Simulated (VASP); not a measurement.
# SiC (Moissanite 3C) (F-43m) in VASP: further runs, part 2 of 2

VASP 6.6.1.

### 4 Single point, PBE

INCAR reads:

```
PREC = Accurate
ENCUT = 520
EDIFF = 1E-6
ISMEAR = 0
SIGMA = 0.025
LREAL = F
LASPH = T
NELM = 60
ALGO = Fast
ISIF = 2
LWAVE = F
LCHARG = T
GGA = PE
LELF = T
LVHAR = T
```

KPOINTS reads:

```
Automatic mesh
0
Gamma
  10 10 10
```

POSCAR reads:

```
SiC
1.0
    0.0000000000      2.1790000000      2.1790000000
    2.1790000000      0.0000000000      2.1790000000
    2.1790000000      2.1790000000      0.0000000000
Si C
1 1
Direct
    0.0000000000      0.0000000000      0.0000000000
    0.7500000000      0.7500000000      0.7500000000
```

Potentials or basis: VASP PAW PBE potentials, release 64 (Si, C).

Run with:

```sh
> cat potpaw_PBE.64/Si/POTCAR potpaw_PBE.64/C/POTCAR > POTCAR
> mpirun -np 1 vasp_std > vasp.out
```

OUTCAR:

```text
PREC = Accurate
   ENCUT = 520
   EDIFF = 1E-6
   ISMEAR = 0
   LREAL = F
   LASPH = T
   NELM = 60
   ISIF = 2
   GGA = PE

 ion  position               nearest neighbor table
   1  0.000  0.000  0.000-   2 1.89   2 1.89   2 1.89   2 1.89
   2  0.750  0.750  0.750-   1 1.89   1 1.89   1 1.89   1 1.89

  LATTYP: Found a face centered cubic cell.
 ALAT       =     4.3580000000

  Lattice vectors:

 A1 = (   0.0000000000,   2.1790000000,   2.1790000000)
 A2 = (   2.1790000000,   0.0000000000,   2.1790000000)
 A3 = (   2.1790000000,   2.1790000000,   0.0000000000)

Analysis of symmetry for initial positions (statically):
=====================================================================
 Subroutine PRICEL returns:
 Original cell was already a primitive cell.

 Routine SETGRP: Setting up the symmetry group for a
 face centered cubic supercell.

 Subroutine GETGRP returns: Found 24 space group operations
 (whereof 24 operations were pure point group operations)
 out of a pool of 48 trial point group operations.

The static configuration has the point symmetry T_d .

Analysis of symmetry for dynamics (positions and initial velocities):
[... 168 lines left out ...]
 k-point     1 :       0.0000    0.0000    0.0000
  band No.  band energies     occupation
      1      -7.2965      2.00000
      2       8.1065      2.00000
      3       8.1065      2.00000
      4       8.1065      2.00000
      5      14.3406      0.00000
      6      15.4145      0.00000
      7      15.4145      0.00000
      8      15.4145      0.00000
[... 243 lines left out ...]
 k-point    24 :       0.4000    0.3000    0.0000
  band No.  band energies     occupation
      1      -4.1555      2.00000
      2       2.5268      2.00000
      3       4.9556      2.00000
      4       5.4822      2.00000
      5      10.9768      0.00000
      6      13.7316      0.00000
      7      19.7290      0.00000
      8      20.0393      0.00000

 [... further k-points ...]

------------------------ aborting loop because EDIFF is reached ----------------------------------------

  FORCE on cell =-STRESS in cart. coord.  units (eV):
  Direction    XX          YY          ZZ          XY          YZ          ZX
  --------------------------------------------------------------------------------------
  -------------------------------------------------------------------------------------
  Total        0.4150644      0.4150644      0.4150644      0.0000000     -0.0000000     -0.0000000
  in kB       32.1384090     32.1384090     32.1384090      0.0000000     -0.0000000     -0.0000000
  external PRESSURE =      32.1384090 kB  Pullay stress =       0.0000000 kB

 VOLUME and BASIS-vectors are now :
 -----------------------------------------------------------------------------
  energy-cutoff  :      520.00
  volume of cell :       20.69
      direct lattice vectors                 reciprocal lattice vectors
     0.000000000  2.179000000  2.179000000    -0.229463056  0.229463056  0.229463056
     2.179000000  0.000000000  2.179000000     0.229463056 -0.229463056  0.229463056
     2.179000000  2.179000000  0.000000000     0.229463056  0.229463056 -0.229463056

 POSITION                                       TOTAL-FORCE (eV/Angst)
 -----------------------------------------------------------------------------------
      0.00000      0.00000      0.00000         0.000000      0.000000      0.000000
      3.26850      3.26850      3.26850        -0.000000     -0.000000     -0.000000
 -----------------------------------------------------------------------------------
    total drift:                               -0.000000     -0.000000     -0.000000

  FREE ENERGIE OF THE ION-ELECTRON SYSTEM (eV)
  ---------------------------------------------------
  free  energy   TOTEN  =       -15.0577197359 eV

  energy  without entropy=      -15.0577197359  energy(sigma->0) =      -15.05771974
```

OSZICAR:

```text
N       E                     dE             d eps       ncg     rms          rms(c)
DAV:   1     0.496022669949E+01    0.49602E+01   -0.39716E+03   776   0.823E+02
DAV:   2    -0.165109457085E+02   -0.21471E+02   -0.20167E+02  1072   0.108E+02
DAV:   3    -0.169114048501E+02   -0.40046E+00   -0.40046E+00   856   0.184E+01
DAV:   4    -0.169127065604E+02   -0.13017E-02   -0.13017E-02  1184   0.114E+00
DAV:   5    -0.169127069037E+02   -0.34333E-06   -0.34333E-06   888   0.171E-02    0.881E+00
RMM:   6    -0.150970703237E+02    0.18156E+01   -0.28301E+00   773   0.115E+01    0.372E+00
RMM:   7    -0.150707883060E+02    0.26282E-01   -0.67576E-01   811   0.638E+00    0.188E+00
RMM:   8    -0.150700245752E+02    0.76373E-03   -0.98925E-02   782   0.273E+00    0.605E-01
RMM:   9    -0.150576199006E+02    0.12405E-01   -0.13858E-02   876   0.920E-01    0.149E-01
RMM:  10    -0.150579073771E+02   -0.28748E-03   -0.60165E-03   898   0.589E-01    0.988E-02
RMM:  11    -0.150577391432E+02    0.16823E-03   -0.95289E-04   806   0.258E-01    0.214E-02
RMM:  12    -0.150577183669E+02    0.20776E-04   -0.49483E-05   877   0.745E-02    0.927E-03
RMM:  13    -0.150577205040E+02   -0.21372E-05   -0.16600E-05   892   0.347E-02    0.795E-03
RMM:  14    -0.150577197359E+02    0.76820E-06   -0.61224E-06   832   0.185E-02
   1 F= -.15057720E+02 E0= -.15057720E+02  d E =-.347727E-19
```

stdout:

```text
POSCAR found type information on POSCAR SiC
 POSCAR found :  2 types and       2 ions
 scaLAPACK will be used
 LDA part: xc-table for (Slater+PW92), standard interpolation
 POSCAR, INCAR and KPOINTS ok, starting setup
 FFT: planning ... GRIDC
 FFT: planning ... GRID_SOFT
 FFT: planning ... GRID
 WAVECAR not read
 entering main loop
```

It used 5 s of CPU time on 1 thread of Intel(R) Xeon(R) Platinum 8488C (Sapphire Rapids), on a shared host, which was overloaded at the time.

Results:

| Property | Result |
| --- | --- |
| Free energy | -15.0577 eV |
| Pressure | 3.2 GPa |
| Band gap on the k mesh | 1.36 eV, indirect (least direct gap 4.54 eV) |

Levels at points of the mesh, in eV from the valence-band top:
```csv
k point,band 1,band 2,band 3,band 4,band 5,band 6,band 7,band 8
"(0.00, 0.00, 0.00)",-15.40,0.00,0.00,0.00,6.23,7.31,7.31,7.31
"(0.50, 0.00, 0.00)",-11.84,-8.53,-1.05,-1.05,5.43,7.23,7.23,10.05
"(0.50, 0.50, 0.00)",-10.39,-7.79,-3.18,-3.18,1.36,4.32,14.04,14.78
```

### 5 The runs side by side

```tsv
task	level	cell	k mesh	cutoff (eV)	smearing	grid for exact exchange (PRECFOCK)	screening parameter	mesh quality	gap on the mesh (eV)	pressure (GPa)
single point	PBE	as given	10 × 10 × 10	520	gaussian 0.017 eV	-	-	not flagged	1.36	3.2
relaxation of cell and atoms	HSE06	relaxed	5 × 5 × 5	600	fermi-dirac 0.05 eV	Fast	0.2 1/A	coarse	2.76	0.0
single point	PBE	as given	10 × 10 × 10	520	gaussian 0.025 eV	-	-	not flagged	1.36	3.2
```

Alike in all rows: potentials or basis VASP PAW PBE potentials, release 64 (Si, C); no spin polarisation.

Caveats: some runs use coarse meshes; the PAW data sets were made with another functional, which shifts forces and pressure a little (some runs); an odd mesh through Γ misses points on the zone boundary, where band edges often lie (some runs).

Total energies depend on the potentials used, so only differences within one code and one set of settings carry meaning.

### 6 Comparison with measurements

Step 2. Measured gap of SiC: 2.4 eV (indirect; quoted in “Insight into the structural, elastic and electronic properties of a new orthorhombic 6O-SiC polytype”, 2020, pmc:7200658). This calculation gives 1.36 eV (-1.04 eV). The value is that of PBE on a finite k mesh, which can miss the band edges, without temperature or zero-point motion. Semilocal functionals fall short of measured gaps as a rule.

Step 4. A measured gap of SiC is 2.4 eV (indirect; quoted in “Insight into the structural, elastic and electronic properties of a new orthorhombic 6O-SiC polytype”, 2020, pmc:7200658); the calculated 1.36 eV misses it by -1.04 eV. The value is that of PBE on a finite k mesh, which can miss the band edges, without temperature or zero-point motion. Semilocal functionals fall short of measured gaps as a rule.
